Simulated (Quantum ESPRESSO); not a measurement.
# Sr (Fm-3m) in Quantum ESPRESSO: settings compared

The runs below take Sr through phonons, with PBEsol, PBE.

Program: Quantum ESPRESSO 7.5. These are calculated values, not measurements. Logs are shortened: lines on timing, memory, paths and dates and some standing lists are left out, and cuts for length are marked.

### Step 1. The structure

It takes space group Fm-3m (No. 225, cubic). The conventional cell has a = 6.085 Å, b = 6.085 Å, c = 6.085 Å, α = 90.00°, β = 90.00°, γ = 90.00°. Sr (site symmetry m-3m) is surrounded by 12 Sr at 4.30 Å.

### Step 2. Phonons, PBEsol

The input, pw.in:

```
&CONTROL
  calculation = 'scf'
  prefix = 'pwscf'
  outdir = './tmp'
  pseudo_dir = './pseudo'
  tprnfor = .true.
  tstress = .true.
  disk_io = 'low'
/
&SYSTEM
  ibrav = 0
  nat = 1
  ntyp = 1
  ecutwfc = 45
  ecutrho = 360
  nbnd = 10
  occupations = 'smearing'
  smearing = 'mv'
  degauss = 0.01469973
/
&ELECTRONS
  conv_thr = 2d-10
  electron_maxstep = 120
  mixing_beta = 0.5
/
ATOMIC_SPECIES
Sr    87.6200 sr_pbesol_v1.uspp.F.UPF
CELL_PARAMETERS angstrom
   0.0000000000    3.0423500000    3.0423500000
   3.0423500000    0.0000000000    3.0423500000
   3.0423500000    3.0423500000    0.0000000000
ATOMIC_POSITIONS crystal
Sr     0.0000000000    0.0000000000    0.0000000000
K_POINTS automatic
8 8 8 0 0 0
```

The input, relax.in:

```
&CONTROL
  calculation = 'vc-relax'
  prefix = 'pwscf'
  outdir = './tmp'
  pseudo_dir = './pseudo'
  tprnfor = .true.
  tstress = .true.
  disk_io = 'low'
  nstep = 40
  forc_conv_thr = 0.0001
  etot_conv_thr = 1d-06
/
&SYSTEM
  ibrav = 0
  nat = 1
  ntyp = 1
  ecutwfc = 45
  ecutrho = 360
  nbnd = 10
  occupations = 'smearing'
  smearing = 'mv'
  degauss = 0.01469973
/
&ELECTRONS
  conv_thr = 2d-10
  electron_maxstep = 120
  mixing_beta = 0.5
/
&IONS
  ion_dynamics = 'bfgs'
/
&CELL
  cell_dynamics = 'bfgs'
  press = 0
  press_conv_thr = 0.2
/
ATOMIC_SPECIES
Sr    87.6200 sr_pbesol_v1.uspp.F.UPF
CELL_PARAMETERS angstrom
   0.0000000000    3.0423500000    3.0423500000
   3.0423500000    0.0000000000    3.0423500000
   3.0423500000    3.0423500000    0.0000000000
ATOMIC_POSITIONS crystal
Sr     0.0000000000    0.0000000000    0.0000000000
K_POINTS automatic
8 8 8 0 0 0
```

The input, scf2.in:

```
&CONTROL
  calculation = 'scf'
  prefix = 'pwscf'
  outdir = './tmp'
  pseudo_dir = './pseudo'
  tprnfor = .true.
  tstress = .true.
  disk_io = 'low'
/
&SYSTEM
  ibrav = 0
  nat = 1
  ntyp = 1
  ecutwfc = 45
  ecutrho = 360
  nbnd = 10
  occupations = 'smearing'
  smearing = 'mv'
  degauss = 0.01469973
/
&ELECTRONS
  conv_thr = 1d-13
  electron_maxstep = 120
  mixing_beta = 0.5
  startingpot = 'file'
  startingwfc = 'file'
/
ATOMIC_SPECIES
Sr    87.6200 sr_pbesol_v1.uspp.F.UPF
CELL_PARAMETERS angstrom
   0.0000000000    2.9618088786    2.9618088786
   2.9618088786    0.0000000000    2.9618088786
   2.9618088786    2.9618088786    0.0000000000
ATOMIC_POSITIONS crystal
Sr     0.0000000000    0.0000000000    0.0000000000
K_POINTS automatic
8 8 8 0 0 0
```

The input, ph.in:

```
phonons of Sr
&INPUTPH
  prefix = 'pwscf'
  outdir = './tmp'
  tr2_ph = 1d-16
  fildyn = 'dyn'
  niter_ph = 60
  alpha_mix(1) = 0.4
/
0.5303300859 0.5303300859 0.0000000000
```

Potentials or basis: GBRV 1.5 PBEsol.

Run with:

```console
$ OMP_NUM_THREADS=1 pw.x -in pw.in > pw.out
$ OMP_NUM_THREADS=1 pw.x -in relax.in > relax.out
$ OMP_NUM_THREADS=1 pw.x -in scf2.in > scf2.out
$ OMP_NUM_THREADS=1 ph.x -in ph.in > ph.out
```

pw.out:

```text
This program is part of the open-source Quantum ESPRESSO suite
     for quantum simulation of materials; please cite
[... 9 lines left out ...]
     --------------------
     sticks:   dense  smooth     PW     G-vecs:    dense   smooth      PW
     Sum        1639     823    253                43895    15473    2637

     Using Slab Decomposition

     bravais-lattice index     =            0
     lattice parameter (alat)  =       8.1306  a.u.
     unit-cell volume          =     380.0617 (a.u.)^3
     number of atoms/cell      =            1
     number of atomic types    =            1
     number of electrons       =        10.00
     number of Kohn-Sham states=           10
     kinetic-energy cutoff     =      45.0000  Ry
     charge density cutoff     =     360.0000  Ry
     scf convergence threshold =      2.0E-10
     mixing beta               =       0.5000
     number of iterations used =            8  plain     mixing
     Exchange-correlation= SLA  PW   PSX  PSC
                           (   1   4  10   8   0   0   0)

     celldm(1)=   8.130608  celldm(2)=   0.000000  celldm(3)=   0.000000
     celldm(4)=   0.000000  celldm(5)=   0.000000  celldm(6)=   0.000000

     crystal axes: (cart. coord. in units of alat)
               a(1) = (   0.000000   0.707107   0.707107 )
               a(2) = (   0.707107   0.000000   0.707107 )
               a(3) = (   0.707107   0.707107   0.000000 )

     reciprocal axes: (cart. coord. in units 2 pi/alat)
               b(1) = ( -0.707107  0.707107  0.707107 )
               b(2) = (  0.707107 -0.707107  0.707107 )
               b(3) = (  0.707107  0.707107 -0.707107 )

     PseudoPot. # 1 for Sr read from file:
     sr_pbesol_v1.uspp.F.UPF
     Pseudo is Ultrasoft + core correction, Zval = 10.0
     Generated by new atomic code, or converted to UPF format
     Using radial grid of  883 points,  6 beta functions with:
                l(1) =   0
                l(2) =   0
                l(3) =   1
                l(4) =   1
                l(5) =   2
                l(6) =   2
     Q(r) pseudized with  6 coefficients,  rinner =    1.400   1.400   1.400
                                                       1.400   1.400

     atomic species   valence    mass     pseudopotential
     Sr               10.00    87.62000     Sr( 1.00)

     48 Sym. Ops., with inversion, found

   Cartesian axes

     site n.     atom                  positions (alat units)
         1        Sr     tau(   1) = (   0.0000000   0.0000000   0.0000000  )

     number of k points=    29  Marzari-Vanderbilt smearing, width (Ry)=  0.0147
                       cart. coord. in units 2pi/alat
        k(    1) = (   0.0000000   0.0000000   0.0000000), wk =   0.0039062
        k(    2) = (   0.0883883   0.0883883  -0.0883883), wk =   0.0312500
        k(    3) = (   0.1767767   0.1767767  -0.1767767), wk =   0.0312500
        k(    4) = (   0.2651650   0.2651650  -0.2651650), wk =   0.0312500
        k(    5) = (  -0.3535534  -0.3535534   0.3535534), wk =   0.0156250
        k(    6) = (   0.1767767   0.0000000   0.0000000), wk =   0.0234375
[... 21 lines left out ...]
        k(   28) = (  -0.7071068   0.1767767  -0.0000000), wk =   0.0468750
        k(   29) = (  -0.7071068   0.3535534   0.0000000), wk =   0.0234375

     Dense  grid:    43895 G-vectors     FFT dimensions: (  50,  50,  50)

     Smooth grid:    15473 G-vectors     FFT dimensions: (  36,  36,  36)

     Initial potential from superposition of free atoms

     starting charge       9.9692, renormalised to      10.0000

     negative rho (up, down):  6.444E-02 0.000E+00
     Starting wfcs are   13 randomized atomic wfcs

     Self-consistent Calculation

     iteration #  1     ecut=    45.00 Ry     beta= 0.50
     Davidson diagonalization with overlap
     ethr =  1.00E-02,  avg # of iterations =  2.3

     Threshold (ethr) on eigenvalues was too large:
     Diagonalizing with lowered threshold

     Davidson diagonalization with overlap
     ethr =  2.01E-04,  avg # of iterations =  2.6

     negative rho (up, down):  6.513E-02 0.000E+00

     total energy              =     -70.05752481 Ry
     estimated scf accuracy    <       0.02082719 Ry

     iteration #  2     ecut=    45.00 Ry     beta= 0.50
     Davidson diagonalization with overlap
     ethr =  2.08E-04,  avg # of iterations =  1.2

     negative rho (up, down):  6.624E-02 0.000E+00

     total energy              =     -70.05811301 Ry
     estimated scf accuracy    <       0.00268511 Ry

     iteration #  3     ecut=    45.00 Ry     beta= 0.50
     Davidson diagonalization with overlap
     ethr =  2.69E-05,  avg # of iterations =  2.1

     negative rho (up, down):  6.706E-02 0.000E+00

     total energy              =     -70.05839347 Ry
     estimated scf accuracy    <       0.00017973 Ry

     iteration #  4     ecut=    45.00 Ry     beta= 0.50
     Davidson diagonalization with overlap
     ethr =  1.80E-06,  avg # of iterations =  3.3

     negative rho (up, down):  6.694E-02 0.000E+00

     total energy              =     -70.05841010 Ry
     estimated scf accuracy    <       0.00000459 Ry

     iteration #  5     ecut=    45.00 Ry     beta= 0.50
     Davidson diagonalization with overlap
     ethr =  4.59E-08,  avg # of iterations =  3.0

     negative rho (up, down):  6.689E-02 0.000E+00

     total energy              =     -70.05841192 Ry
     estimated scf accuracy    <       0.00000031 Ry

     iteration #  6     ecut=    45.00 Ry     beta= 0.50
     Davidson diagonalization with overlap
     ethr =  3.12E-09,  avg # of iterations =  2.3

     negative rho (up, down):  6.690E-02 0.000E+00

     total energy              =     -70.05841198 Ry
     estimated scf accuracy    <       0.00000002 Ry

     iteration #  7     ecut=    45.00 Ry     beta= 0.50
     Davidson diagonalization with overlap
     ethr =  2.33E-10,  avg # of iterations =  2.4

     negative rho (up, down):  6.689E-02 0.000E+00

     total energy              =     -70.05841198 Ry
     estimated scf accuracy    <          1.8E-09 Ry

     iteration #  8     ecut=    45.00 Ry     beta= 0.50
     Davidson diagonalization with overlap
     ethr =  1.84E-11,  avg # of iterations =  2.0

     negative rho (up, down):  6.689E-02 0.000E+00

     End of self-consistent calculation

          k = 0.0000 0.0000 0.0000 (  1917 PWs)   bands (ev):

   -31.6813 -13.5861 -13.5861 -13.5861   1.2741   7.2094   7.2094   7.2094
     8.6469   8.6469

          k = 0.0884 0.0884-0.0884 (  1940 PWs)   bands (ev):

   -31.6795 -13.6134 -13.5898 -13.5898   1.5181   6.8507   7.3131   7.3131
     8.5169   8.5169

          k = 0.1768 0.1768-0.1768 (  1949 PWs)   bands (ev):

   -31.6751 -13.6784 -13.5988 -13.5988   2.1978   6.1415   7.3578   7.3578
     8.5942   8.5942

          k = 0.2652 0.2652-0.2652 (  1925 PWs)   bands (ev):

   -31.6706 -13.7421 -13.6076 -13.6076   3.1333   5.4190   7.1611   7.1611
     9.2211   9.2211

          k =-0.3536-0.3536 0.3536 (  1916 PWs)   bands (ev):

   -31.6688 -13.7681 -13.6113 -13.6113   3.7723   4.9347   7.0590   7.0590
     9.6681   9.6681

          k = 0.1768 0.0000 0.0000 (  1949 PWs)   bands (ev):

   -31.6789 -13.6127 -13.5959 -13.5959   1.5990   6.7698   7.3668   7.3668
     8.0978   8.7732

          k = 0.2652 0.0884-0.0884 (  1944 PWs)   bands (ev):

   -31.6753 -13.6607 -13.6065 -13.6038   2.1342   6.2621   7.2807   7.5050
     7.9950   8.9173

          k = 0.3536 0.1768-0.1768 (  1952 PWs)   bands (ev):

   -31.6709 -13.7212 -13.6160 -13.6154   3.0043   5.6341   6.8771   7.4071
     8.6742   9.3919

          k =-0.2652-0.4419 0.4419 (  1943 PWs)   bands (ev):

   -31.6682 -13.7569 -13.6275 -13.6174   3.8912   5.0027   6.7155   7.2568
     9.4637   9.6920

          k =-0.1768-0.3536 0.3536 (  1940 PWs)   bands (ev):

   -31.6688 -13.7484 -13.6311 -13.6114   3.6377   5.2180   6.7153   7.2776
     9.1031   9.8192

          k =-0.0884-0.2652 0.2652 (  1938 PWs)   bands (ev):

   -31.6724 -13.7014 -13.6236 -13.6008   2.6912   5.8897   6.9175   7.5111
     8.2839   9.3092

          k = 0.0000-0.1768 0.1768 (  1943 PWs)   bands (ev):

   -31.6768 -13.6453 -13.6066 -13.5919   1.9090   6.4676   7.2342   7.5442
     8.0800   8.7723

          k = 0.3536 0.0000 0.0000 (  1964 PWs)   bands (ev):

   -31.6730 -13.6747 -13.6195 -13.6195   2.4959   6.0107   6.9886   7.8619
     7.8619   9.1068

          k = 0.4419 0.0884-0.0884 (  1941 PWs)   bands (ev):

   -31.6695 -13.7132 -13.6354 -13.6301   3.2092   5.6566   6.4285   7.9999
     8.4490   9.4789

          k =-0.1768-0.5303 0.5303 (  1941 PWs)   bands (ev):

   -31.6668 -13.7371 -13.6587 -13.6321   4.1187   5.2075   6.1361   7.8327
     9.0470   9.7568

          k =-0.0884-0.4419 0.4419 (  1939 PWs)   bands (ev):

   -31.6665 -13.7321 -13.6765 -13.6244   4.4344   5.1042   5.9821   7.6951
     9.1330   9.1628

          k = 0.0000-0.3536 0.3536 (  1947 PWs)   bands (ev):

   -31.6688 -13.7168 -13.6627 -13.6114   3.5253   5.7282   6.1175   7.6721
     8.4387   9.8750

          k = 0.5303-0.0000 0.0000 (  1956 PWs)   bands (ev):

   -31.6671 -13.7339 -13.6430 -13.6430   3.6611   5.4540   6.1347   8.7352
     8.7352   9.4937

          k =-0.0884-0.6187 0.6187 (  1945 PWs)   bands (ev):

   -31.6653 -13.7455 -13.6608 -13.6467   4.2515   5.3127   5.8789   8.7331
     9.1648   9.8335

          k = 0.0000-0.5303 0.5303 (  1926 PWs)   bands (ev):

   -31.6650 -13.7280 -13.6916 -13.6390   4.8207   5.1215   5.6969   8.2551
     8.6214   9.4830

          k =-0.7071 0.0000 0.0000 (  1964 PWs)   bands (ev):

   -31.6647 -13.7576 -13.6528 -13.6528   4.2815   5.2573   5.8864   9.6753
     9.9641   9.9641

          k = 0.3536 0.1768 0.0000 (  1936 PWs)   bands (ev):

   -31.6718 -13.6943 -13.6322 -13.6101   2.7704   5.9156   6.7078   7.8335
     8.0220   9.3749

          k =-0.2652-0.4419 0.6187 (  1939 PWs)   bands (ev):

   -31.6682 -13.7285 -13.6524 -13.6207   3.6784   5.4688   6.2658   7.6289
     8.7393   9.8828

          k =-0.1768-0.3536 0.5303 (  1918 PWs)   bands (ev):

   -31.6667 -13.7432 -13.6587 -13.6265   4.4306   4.9072   6.2249   7.5043
     9.1177  10.0121

          k =-0.1768-0.5303 0.7071 (  1944 PWs)   bands (ev):

   -31.6668 -13.7304 -13.6577 -13.6392   3.9194   5.4803   5.9756   8.1214
     8.8502   9.9167

          k =-0.0884-0.4419 0.6187 (  1930 PWs)   bands (ev):

   -31.6653 -13.7266 -13.6844 -13.6434   4.7216   5.2085   5.7579   7.6320
     9.1502   9.9658

          k = 0.0000-0.3536 0.5303 (  1926 PWs)   bands (ev):

   -31.6659 -13.7168 -13.6930 -13.6341   4.5334   5.4937   5.5708   7.6224
     9.1157   9.3179

          k =-0.7071 0.1768-0.0000 (  1940 PWs)   bands (ev):

   -31.6647 -13.7424 -13.6683 -13.6536   4.5632   5.3212   5.7592   8.0725
     9.9667  10.0773

          k =-0.7071 0.3536 0.0000 (  1912 PWs)   bands (ev):

   -31.6647 -13.7055 -13.7055 -13.6545   4.9839   5.5100   5.5100   7.0585
     9.9692  10.1021

     the Fermi energy is     4.8698 ev

!    total energy              =     -70.05841198 Ry
     estimated scf accuracy    <          2.1E-11 Ry
     smearing contrib. (-TS)   =      -0.00001646 Ry
     internal energy E=F+TS    =     -70.05839552 Ry

     The total energy is F=E-TS. E is the sum of the following terms:
     one-electron contribution =     -26.17066712 Ry
     hartree contribution      =      13.97471576 Ry
     xc contribution           =     -17.98858802 Ry
     ewald contribution        =     -39.87385614 Ry

     convergence has been achieved in   8 iterations

     negative rho (up, down):  6.689E-02 0.000E+00

     Forces acting on atoms (cartesian axes, Ry/au):

     atom    1 type  1   force =     0.00000000    0.00000000    0.00000000

     Total force =     0.000000     Total SCF correction =     0.000000

     Computing stress (Cartesian axis) and pressure

     negative rho (up, down):  6.689E-02 0.000E+00
          total   stress  (Ry/bohr**3)                   (kbar)     P=       -8.81
  -0.00005989   0.00000000   0.00000000           -8.81        0.00        0.00
   0.00000000  -0.00005989  -0.00000000            0.00       -8.81       -0.00
  -0.00000000   0.00000000  -0.00005989           -0.00        0.00       -8.81

=------------------------------------------------------------------------------=
   JOB DONE.
=------------------------------------------------------------------------------=
```

Wall time 6.1 min (1 thread of Arm Neoverse V2, shared host); peak memory 0.19 GiB.

What came out:

```yaml
Free_energy: -953.2059 eV
Relaxed_volume: 51.96 Å³/atom
Relaxed_cell: a = 4.189 Å, b = 4.189 Å, c = 4.189 Å, α = 60.00°, β = 60.00°, γ = 60.00°
Space_group_after_relaxing_to_0.05_Å: Fm-3m (No. 225)
Pressure_after_relaxing: 0.0 GPa
Band_gap_on_the_k_mesh: none (metal or under the smearing width)
Highest_phonon_frequency_at_the_q_point_run: 100 cm⁻¹
```

The path:
| step | energy change (eV) | largest force (eV/Å) | pressure (GPa) | volume (Å³) |
| --- | --- | --- | --- | --- |
| 1 | 0.0000 | 0.0000 | -0.88 | 56.32 |
| 2 | -0.0014 | 0.0000 | -0.84 | 56.07 |
| 3 | -0.0033 | 0.0000 | -0.77 | 55.69 |
| 4 | -0.0058 | 0.0000 | -0.67 | 55.13 |
| 5 | -0.0089 | 0.0000 | -0.51 | 54.29 |
| 6 | -0.0118 | 0.0000 | -0.25 | 53.05 |
| 7 | -0.0127 | 0.0000 | 0.01 | 51.90 |
| 8 | -0.0127 | 0.0000 | 0.00 | 51.96 |

Final structure:
```yaml
crystal:
  lattice:
    - [0.00000, 2.96181, 2.96181]
    - [2.96181, 0.00000, 2.96181]
    - [2.96181, 2.96181, 0.00000]
  atoms:
    - { symbol: Sr, position: [0.00000, 0.00000, 0.00000] }
```

Phonon frequencies in cm⁻¹ (negative: imaginary):
```
              q point  frequencies
(0.375, 0.375, 0.750)    70 85 100
```

Phonon modes at q = (0.375, 0.375, 0.750) in reciprocal lattice units:
```
mode  symmetry  cm⁻¹
   1       B_1    70
   2       A_1    85
   3       B_2   100
```

(Part 1 of 2 ends here.)
